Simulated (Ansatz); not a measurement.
# MnSi (Pm-3m) in Ansatz: equation of state

Aim: energy against volume of MnSi in PBE, for its equilibrium volume and stiffness.

All numbers are computed with Ansatz 0.2.0; they aren't measurements. Logs are shortened: lines on timing, memory, paths and dates and some standing lists are left out, and cuts for length are marked.

## 1. The structure

Symmetry: Pm-3m, No. 221, cubic system. The conventional cell has a = 2.987 Å, b = 2.987 Å, c = 2.987 Å, α = 90.00°, β = 90.00°, γ = 90.00°. Mn (site symmetry m-3m) is surrounded by 8 Si at 2.59 Å. Si (site symmetry m-3m) has 8 Mn at 2.59 Å as nearest neighbours.

The cell was built by a generator and needn't be a form met in nature.

## 2. Equation of state, PBE, collinear spin, ferromagnetic start

Potentials or basis: all-electron LAPW, scalar-relativistic.

No new run: the results of the series are fitted here.

What came out:

- Equilibrium volume: outside the volumes run

Energy against volume, from the lowest point:
```csv
volume (Å³/atom),energy (meV/atom)
12.531,0.00
12.798,34.81
13.064,73.36
13.331,115.23
13.598,159.90
13.864,206.86
14.131,255.52
```
